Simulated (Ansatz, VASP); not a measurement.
Ca: VASP beside Ansatz

```
CELL_PARAMETERS angstrom
0.00000 2.76145 2.76145
2.76145 0.00000 2.76145
2.76145 2.76145 0.00000
ATOMIC_POSITIONS crystal
Ca 0.00000 0.00000 0.00000
```

Alike in both runs: task relaxation of cell and atoms; functional PBE; k mesh 14 × 14 × 14; occupations gaussian, width 0.1 eV; no spin polarisation.

|  | VASP | Ansatz |
| --- | --- | --- |
| version | VASP 6.6.1 | Ansatz 0.2.0 |
| potentials or method | VASP PAW PBE potentials, release 64 (Ca_sv) | scalar-relativistic, plane waves, PAW |
| plane-wave cutoff (eV) | 600 | 420 |
| valence electrons in the cell | 10 | 10 |

VASP gave:

| Quantity | Value |
| --- | --- |
| gap on the k mesh at the Fermi level, each at its own relaxed structure (eV) | none |
| relaxed volume (Å³/atom) | 42.19 |
| relaxed cell length with the largest relative difference (Å) | 3.908 |

Problem. Which values does Ansatz return?

Solution. gap on the k mesh at the Fermi level, each at its own relaxed structure (eV): none; relaxed volume (Å³/atom): 42.12; relaxed cell length with the largest relative difference (Å): 3.905.

A gap of «none» marks a metal or a gap that the smearing closes.
